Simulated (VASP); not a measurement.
# MnAs (Pm-3m) in VASP: a series of runs

The runs below take MnAs through electric field gradients, band structure, equation of state, with PBE+D2+U, PBE+TS-HI+U, r2SCAN.

Program: VASP 6.6.1. These are calculated values, not measurements. Logs are shortened: lines on timing, memory, paths and dates and some standing lists are left out, and cuts for length are marked.

### Step 1. Starting point

Symmetry: Pm-3m, No. 221, cubic system. Conventional cell: a = 3.362 Å, b = 3.362 Å, c = 3.362 Å, α = 90.00°, β = 90.00°, γ = 90.00°. Around Mn (site symmetry m-3m) lie 8 As at 2.91 Å. As (site symmetry m-3m) has 8 Mn at 2.91 Å as nearest neighbours.

The cell was built by a generator and needn't be a form met in nature.

### Step 2. Electric field gradients, PBE+D2+U, collinear spin, antiferromagnetic start

Input file INCAR:

```
  ALGO = Normal
  EDIFF = 1E-8
  ENCUT = 500
  GGA = PE
  ISIF = 2
  ISMEAR = -1
  ISPIN = 2
  IVDW = 1
  LASPH = T
  LCHARG = F
  LDAU = T
  LDAUJ = 0 0
  LDAUL = 2 -1
  LDAUPRINT = 1
  LDAUTYPE = 2
  LDAUU = 4.5 0
  LEFG = T
  LMAXMIX = 4
  LORBIT = 11
  LREAL = F
  LWAVE = F
  MAGMOM = 4 -4 0 0
  NELM = 120
  PREC = Accurate
  SIGMA = 0.05
```

Input file KPOINTS:

```
k-points
0
Gamma
  8 8 4
```

Input file POSCAR:

```
MnAs
1.0
    3.3616209100      0.0000000000      0.0000000000
    0.0000000000      3.3616209100      0.0000000000
    0.0000000000      0.0000000000      6.7232418200
Mn As
2 2
Direct
    0.0000000000      0.0000000000      0.0000000000
    0.0000000000      0.0000000000      0.5000000000
    0.5000000000      0.5000000000      0.2500000000
    0.5000000000      0.5000000000      0.7500000000
```

Potentials or basis: VASP PAW PBE potentials, release 54 (Mn, As).

On the command line:

```
$ cat potpaw_PBE.54/Mn/POTCAR potpaw_PBE.54/As/POTCAR > POTCAR
$ mpirun -np 1 vasp_std > vasp.out
```

OUTCAR:

```text
EDIFF = 1E-8
   ENCUT = 500
   GGA = PE
   ISIF = 2
   ISMEAR = -1
   ISPIN = 2
   IVDW = 1
   LASPH = T
   LORBIT = 11
   LREAL = F
   NELM = 120
   PREC = Accurate
  IVDW =   1

 ion  position               nearest neighbor table
   1  0.000  0.000  0.000-   3 2.91   4 2.91   3 2.91   4 2.91   3 2.91   4 2.91   3 2.91   4 2.91

   2  0.000  0.000  0.500-   3 2.91   4 2.91   3 2.91   4 2.91   3 2.91   4 2.91   3 2.91   4 2.91

   3  0.500  0.500  0.250-   1 2.91   2 2.91   1 2.91   2 2.91   1 2.91   2 2.91   1 2.91   2 2.91

   4  0.500  0.500  0.750-   1 2.91   2 2.91   1 2.91   2 2.91   1 2.91   2 2.91   1 2.91   2 2.91

  LATTYP: Found a simple tetragonal cell.
 ALAT       =     3.3616209100
 C/A-ratio  =     2.0000000000

  Lattice vectors:

 A1 = (   3.3616209100,   0.0000000000,   0.0000000000)
 A2 = (   0.0000000000,   3.3616209100,   0.0000000000)
 A3 = (   0.0000000000,   0.0000000000,   6.7232418200)

Analysis of symmetry for initial positions (statically):
=====================================================================
 Subroutine PRICEL returns following result:

  LATTYP: Found a simple cubic cell.
 ALAT       =     3.3616209100
[... 12 lines left out ...]
 Subroutine GETGRP returns: Found 16 space group operations
 (whereof 16 operations were pure point group operations)
 out of a pool of 16 trial point group operations.

The static configuration has the point symmetry D_4h.

Analysis of symmetry for dynamics (positions and initial velocities):
=====================================================================
 Subroutine PRICEL returns following result:

  LATTYP: Found a simple cubic cell.
 ALAT       =     3.3616209100
[... 12 lines left out ...]
 Subroutine GETGRP returns: Found 16 space group operations
 (whereof 16 operations were pure point group operations)
 out of a pool of 16 trial point group operations.

The dynamic configuration has the point symmetry D_4h.

Analysis of structural, dynamic, and magnetic symmetry:
=====================================================================
 Subroutine PRICEL returns following result:

  LATTYP: Found a simple cubic cell.
 ALAT       =     3.3616209100
[... 12 lines left out ...]
 Subroutine GETGRP returns: Found 16 space group operations
 (whereof 16 operations were pure point group operations)
 out of a pool of 16 trial point group operations.

The overall configuration has the point symmetry D_4h.

 Subroutine INISYM returns: Found 16 space group operations
 (whereof 16 operations are pure point group operations),
 and found     2 'primitive' translations

----------------------------------------------------------------------------------------

                                     Primitive cell

  volume of cell :      37.9880

  direct lattice vectors                    reciprocal lattice vectors
     3.361620910  0.000000000  0.000000000     0.297475541  0.000000000  0.000000000
     0.000000000  3.361620910  0.000000000     0.000000000  0.297475541  0.000000000
     0.000000000  0.000000000  3.361620910     0.000000000  0.000000000  0.297475541

  length of vectors
     3.361620910  3.361620910  3.361620910     0.297475541  0.297475541  0.297475541

  position of ions in fractional coordinates (direct lattice)
     0.000000000  0.000000000  0.000000000
[... 175 lines left out ...]
 occupancies and eigenvectors

  o =  0.0251  v =  0.0000  0.0000  1.0000 -0.0000  0.0000  0.0000  0.0000  0.0000  0.0000  0.0000      0.0000  0.0000  0.0000  0.0000  0.0000  0.0000  0.0000  0.0000  0.0000  0.0000
  o =  0.0350  v = -0.0000 -0.0000 -0.0000  0.0000  1.0000  0.0000  0.0000  0.0000  0.0000  0.0000      0.0000  0.0000  0.0000  0.0000  0.0000  0.0000  0.0000  0.0000  0.0000  0.0000
  o =  0.0638  v =  1.0000 -0.0000 -0.0000  0.0000  0.0000  0.0000  0.0000  0.0000  0.0000  0.0000      0.0000  0.0000  0.0000  0.0000  0.0000  0.0000  0.0000  0.0000  0.0000  0.0000
  o =  0.0657  v =  0.0000 -0.0053 -0.0000 -1.0000  0.0000  0.0000  0.0000  0.0000  0.0000  0.0000      0.0000  0.0000  0.0000  0.0000  0.0000  0.0000  0.0000  0.0000  0.0000  0.0000
  o =  0.0657  v =  0.0000  1.0000 -0.0000 -0.0053  0.0000  0.0000  0.0000  0.0000  0.0000  0.0000      0.0000  0.0000  0.0000  0.0000  0.0000  0.0000  0.0000  0.0000  0.0000  0.0000
  o =  0.9300  v =  0.0000  0.0000  0.0000  0.0000  0.0000  0.0000  0.0000 -1.0000  0.0000  0.0000      0.0000  0.0000  0.0000  0.0000  0.0000  0.0000  0.0000  0.0000  0.0000  0.0000
  o =  0.9328  v =  0.0000  0.0000  0.0000  0.0000  0.0000  0.0000 -0.0000 -0.0000 -0.0000 -1.0000      0.0000  0.0000  0.0000  0.0000  0.0000  0.0000  0.0000  0.0000  0.0000  0.0000
  o =  0.9352  v =  0.0000  0.0000  0.0000  0.0000  0.0000  0.0000 -0.1148 -0.0000  0.9934 -0.0000      0.0000  0.0000  0.0000  0.0000  0.0000  0.0000  0.0000  0.0000  0.0000  0.0000
  o =  0.9352  v =  0.0000  0.0000  0.0000  0.0000  0.0000  0.0000 -0.9934 -0.0000 -0.1148  0.0000      0.0000  0.0000  0.0000  0.0000  0.0000  0.0000  0.0000  0.0000  0.0000  0.0000
  o =  0.9366  v =  0.0000  0.0000  0.0000  0.0000  0.0000  1.0000  0.0000  0.0000  0.0000  0.0000      0.0000  0.0000  0.0000  0.0000  0.0000  0.0000  0.0000  0.0000  0.0000  0.0000

 number of electron      24.0000007 magnetization      -0.0000000

 Free energy of the ion-electron system (eV)
  ---------------------------------------------------
  ext. energy  EPLUGINS =         0.00000000
  ---------------------------------------------------
  free energy    TOTEN  =       -22.72278876 eV

  energy without entropy =      -22.70127021  energy(sigma->0) =      -22.71202948

 E-fermi :   5.3637     XC(G=0): -10.5546

 val. band max:        5.3563344487   @ k =   0.5000   0.5000   0.5000
 cond. band min:       5.3978335926   @ k =   0.0000   0.0000   0.0000
 fundamental gap:      0.0414991439
 Fermi energy:         5.3637467044

 spin component 1

 k-point     1 :       0.0000    0.0000    0.0000
  band No.  band energies     occupation
      1      -7.4705      1.00000
      2      -5.9138      1.00000
      3      -1.5024      1.00000
      4      -0.4582      1.00000
      5      -0.0053      1.00000
      6      -0.0053      1.00000
[... 895 lines left out ...]
      5      -0.2309      1.00000
      6      -0.1550      1.00000
[... 8 lines left out ...]
     15       7.4582      0.00000
     16       8.0972      0.00000

 [... further k-points ...]

------------------------ aborting loop because EDIFF is reached ----------------------------------------

  DFT-D2 method for vdW energy calculation

  Number of pair interactions contributing to vdW energy:   69028

  Edisp (eV):   -1.24250

  FORCE on cell =-STRESS in cart. coord.  units (eV):
  Direction    XX          YY          ZZ          XY          YZ          ZX
  --------------------------------------------------------------------------------------
  -------------------------------------------------------------------------------------
  Total      -0.59161    -0.59161    -0.38390     0.00000     0.00000     0.00000
  in kB     -12.47589   -12.47589    -8.09558     0.00000     0.00000     0.00000
  external pressure =      -11.02 kB  Pullay stress =        0.00 kB

 VOLUME and BASIS-vectors are now :
 -----------------------------------------------------------------------------
  energy-cutoff  :      500.00
  volume of cell :       75.98
      direct lattice vectors                 reciprocal lattice vectors
     3.361620910  0.000000000  0.000000000     0.297475541  0.000000000  0.000000000
     0.000000000  3.361620910  0.000000000     0.000000000  0.297475541  0.000000000
     0.000000000  0.000000000  6.723241820     0.000000000  0.000000000  0.148737771

 POSITION                                       TOTAL-FORCE (eV/Angst)
 -----------------------------------------------------------------------------------
      0.00000      0.00000      0.00000        -0.000000      0.000000     -0.000000
      0.00000      0.00000      3.36162        -0.000000      0.000000     -0.000000
      1.68081      1.68081      1.68081        -0.000000     -0.000000     -0.000000
      1.68081      1.68081      5.04243         0.000000     -0.000000      0.000000
 -----------------------------------------------------------------------------------
    total drift:                               -0.000000      0.000000      0.000000

  FREE ENERGIE OF THE ION-ELECTRON SYSTEM (eV)
  ---------------------------------------------------
  free  energy   TOTEN  =       -23.9652930498 eV

  energy  without entropy=      -23.9437745023  energy(sigma->0) =      -23.95453378

 Electric field gradients (V/A^2)
---------------------------------------------------------------------
 ion       V_xx      V_yy      V_zz      V_xy      V_xz      V_yz
---------------------------------------------------------------------
   1      -1.359    -1.359     2.718     0.000    -0.000    -0.000
   2      -1.359    -1.359     2.718     0.000     0.000    -0.000
   3       0.582     0.582    -1.165    -0.000    -0.000    -0.000
   4       0.582     0.582    -1.165    -0.000    -0.000    -0.000
---------------------------------------------------------------------

 Electric field gradients after diagonalization (V/A^2)
 (convention: |V_zz| > |V_xx| > |V_yy|)
----------------------------------------------------------------------
 ion       V_xx      V_yy      V_zz     asymmetry (V_yy - V_xx)/ V_zz
----------------------------------------------------------------------
   1      -1.359    -1.359     2.718       0.000
   2      -1.359    -1.359     2.718       0.000
   3       0.582     0.582    -1.165       0.000
   4       0.582     0.582    -1.165       0.000
----------------------------------------------------------------------

           NMR quadrupolar parameters

 Cq : quadrupolar parameter    Cq=e*Q*V_zz/h
 eta: asymmetry parameters     (V_yy - V_xx)/ V_zz
 Q  : nuclear electric quadrupole moment in mb (millibarn)
----------------------------------------------------------------------
 ion       Cq(MHz)       eta       Q (mb)
----------------------------------------------------------------------
   1       0.007       0.000       1.000
   2       0.007       0.000       1.000
   3      -0.003       0.000       1.000
   4      -0.003       0.000       1.000
----------------------------------------------------------------------

 total charge

# of ion       s       p       d       tot
------------------------------------------
    1        0.241   0.196   4.908   5.345
    2        0.241   0.196   4.908   5.345
    3        1.291   1.396   0.031   2.717
    4        1.291   1.396   0.031   2.717
--------------------------------------------------
tot          3.063   3.183   9.878  16.123

 magnetization (x)

# of ion       s       p       d       tot
------------------------------------------
    1        0.034   0.017   4.404   4.455
    2       -0.034  -0.017  -4.404  -4.455
    3        0.000   0.000   0.000   0.000
    4        0.000   0.000   0.000   0.000
--------------------------------------------------
tot          0.000   0.000   0.000   0.000
```

It took 2.6 min on 1 thread of Intel Xeon Platinum 8488C (Sapphire Rapids), shared host; peak memory 0.27 GiB.

What came out:

| Item | Value |
| --- | --- |
| Free energy | -23.9653 eV |
| Pressure | -1.1 GPa |
| Band gap on the k mesh | none (metal or under the smearing width) |
| Net moment | 0.00 μB per cell |
| Site moments | Mn +4.46, -4.46; As +0.00 μB |
| Valence electrons inside the program's atomic spheres | Mn 5.34; As 2.72 |
| Dispersion energy per atom | -0.311 eV |

Stress tensor (GPa, compression positive):
```
-1.25  0.00  0.00
 0.00 -1.25  0.00
 0.00  0.00 -0.81
```

Levels at points of the mesh, in eV from the Fermi level:
Spin up:
```tsv
k point	band 8	band 9	band 10	band 11	band 12	band 13	band 14	band 15	band 16
(0.00, 0.00, 0.00)	-5.11	0.03	0.03	0.04	0.68	0.68	0.93	1.84	2.01
(0.50, 0.00, 0.00)	-4.64	-4.48	-4.46	-0.75	0.53	0.71	2.24	2.41	2.60
(0.50, 0.50, 0.00)	-4.47	-4.47	-2.32	-2.32	-2.10	-0.58	1.58	1.61	1.61
(0.00, 0.00, 0.50)	-3.98	-3.45	-0.04	-0.04	0.92	0.93	0.93	2.03	2.79
(0.50, 0.00, 0.50)	-5.24	-4.38	-2.56	-1.55	0.53	0.84	2.12	2.36	2.37
(0.50, 0.50, 0.50)	-4.14	-4.14	-2.86	-2.86	-1.44	-0.01	0.17	0.18	1.77
```
Spin down:
| k point | band 10 | band 11 | band 12 | band 13 | band 14 | band 15 |
| --- | --- | --- | --- | --- | --- | --- |
| (0.00, 0.00, 0.00) | 0.03 | 0.04 | 0.68 | 0.68 | 0.93 | 1.84 |
| (0.50, 0.00, 0.00) | -4.46 | -0.75 | 0.53 | 0.71 | 2.24 | 2.41 |
| (0.50, 0.50, 0.00) | -2.32 | -2.32 | -2.10 | -0.58 | 1.58 | 1.61 |
| (0.00, 0.00, 0.50) | -0.04 | -0.04 | 0.92 | 0.93 | 0.93 | 2.03 |
| (0.50, 0.00, 0.50) | -2.56 | -1.55 | 0.53 | 0.84 | 2.12 | 2.36 |
| (0.50, 0.50, 0.50) | -2.86 | -2.86 | -1.44 | -0.01 | 0.17 | 0.18 |

Electric field gradients, principal values (V/Å²):
| atom | Vxx | Vyy | Vzz |
| --- | --- | --- | --- |
| 1 Mn | -1.359 | -1.359 | 2.718 |
| 2 Mn | -1.359 | -1.359 | 2.718 |
| 3 As | 0.582 | 0.582 | -1.165 |
| 4 As | 0.582 | 0.582 | -1.165 |

Eigenvalues of the final occupation matrices:
```
    site  spin  trace               eigenvalues
site 1 d     1   4.67  0.93 0.93 0.94 0.94 0.94
site 1 d     2   0.26  0.03 0.04 0.06 0.07 0.07
site 2 d     1   0.26  0.03 0.04 0.06 0.07 0.07
site 2 d     2   4.67  0.93 0.93 0.94 0.94 0.94
```

Caveat: atom-pairwise D2, TS and ULG terms overbind metals; pairwise dispersion overbinds metals, which lowers pressure and volume; the U is typed as a test and isn't derived for this compound. The state reached can hang on the start; a lower one may exist.

### Step 3. Band structure, PBE+TS-HI+U, collinear spin, antiferromagnetic start (volume scaled by 0.8)

Input file POSCAR:

```
MnAs
1.0
    0.0000000000      3.1206524157      3.1206524157
    3.1206524157      0.0000000000      3.1206524157
    3.1206524157      3.1206524157      0.0000000000
Mn As
2 2
Direct
    0.0000000000      0.0000000000      0.0000000000
    0.5000000000      0.5000000000      0.5000000000
    0.2500000000      0.2500000000      0.2500000000
    0.7500000000      0.7500000000      0.7500000000
```

Input file INCAR.step1:

```
SYSTEM = MnAs
ALGO = Normal ; EDIFF = 1E-6
ENCUT = 520 ; GGA = PE
ISIF = 2 ; ISMEAR = 0
ISPIN = 2 ; IVDW = 21
LASPH = .TRUE. ; LCHARG = .TRUE.
LDAU = .TRUE. ; LDAUJ = 0.9 0
LDAUL = 2 -1 ; LDAUPRINT = 1
LDAUTYPE = 1 ; LDAUU = 5 0
LMAXMIX = 4 ; LORBIT = 11
LREAL = .FALSE. ; LWAVE = .FALSE.
MAGMOM = 4 -4 0 0 ; NBANDS = 30
NELM = 100 ; PREC = Accurate
SIGMA = 0.05
```

Input file KPOINTS.step1:

```
k-points
0
G
  7 7 7
  0 0 0
```

Input file INCAR.step2:

```
SYSTEM = MnAs
ALGO = Normal ; EDIFF = 1E-6
ENCUT = 520 ; GGA = PE
ICHARG = 11 ; ISIF = 2
ISMEAR = 0 ; ISPIN = 2
IVDW = 21 ; LASPH = .TRUE.
LCHARG = .FALSE. ; LDAU = .TRUE.
LDAUJ = 0.9 0 ; LDAUL = 2 -1
LDAUPRINT = 1 ; LDAUTYPE = 1
LDAUU = 5 0 ; LMAXMIX = 4
LORBIT = 11 ; LREAL = .FALSE.
LWAVE = .FALSE. ; MAGMOM = 4 -4 0 0
NBANDS = 30 ; NELM = 100
PREC = Accurate ; SIGMA = 0.05
```

Input file KPOINTS.step2:

```
path GXWKGLUWLK,UX
10
line-mode
reciprocal
 0.0000000000  0.0000000000  0.0000000000  G
 0.5000000000  0.0000000000  0.5000000000  X

 0.5000000000  0.0000000000  0.5000000000  X
 0.5000000000  0.2500000000  0.7500000000  W

 0.5000000000  0.2500000000  0.7500000000  W
 0.3750000000  0.3750000000  0.7500000000  K

 0.3750000000  0.3750000000  0.7500000000  K
 0.0000000000  0.0000000000  0.0000000000  G

 0.0000000000  0.0000000000  0.0000000000  G
 0.5000000000  0.5000000000  0.5000000000  L

 0.5000000000  0.5000000000  0.5000000000  L
 0.6250000000  0.2500000000  0.6250000000  U

 0.6250000000  0.2500000000  0.6250000000  U
 0.5000000000  0.2500000000  0.7500000000  W

 0.5000000000  0.2500000000  0.7500000000  W
 0.5000000000  0.5000000000  0.5000000000  L

 0.5000000000  0.5000000000  0.5000000000  L
 0.3750000000  0.3750000000  0.7500000000  K

 0.6250000000  0.2500000000  0.6250000000  U
 0.5000000000  0.0000000000  0.5000000000  X
```

Potentials or basis: VASP PAW PBE potentials, release 64 (Mn_pv, As).

On the command line:

```
$ cat potpaw_PBE.64/Mn_pv/POTCAR potpaw_PBE.64/As/POTCAR > POTCAR
$ cp INCAR.step1 INCAR
$ cp KPOINTS.step1 KPOINTS
$ mpirun -np 1 vasp_std > vasp.out
$ cp INCAR.step2 INCAR
$ cp KPOINTS.step2 KPOINTS
$ mpirun -np 1 vasp_std > vasp.out
```

It took 7.6 min on 1 thread of Intel Xeon Platinum 8488C (Sapphire Rapids), shared host; peak memory 0.41 GiB.

The run converged. Its results:

| Quantity | Value |
| --- | --- |
| Band gap along the path | none (metal or under the smearing width) |
| Net moment | 0.00 μB per cell |
| Dispersion energy per atom | -0.414 eV |

Caveat: the log is that of the step along the path at fixed density, whose energy, stress, charges and moments have no meaning; pairwise dispersion overbinds metals, which lowers pressure and volume; the U is typed as a test and isn't derived for this compound. The state reached can hang on the start; a lower one may exist.

(Part 1 of 2 ends here.)
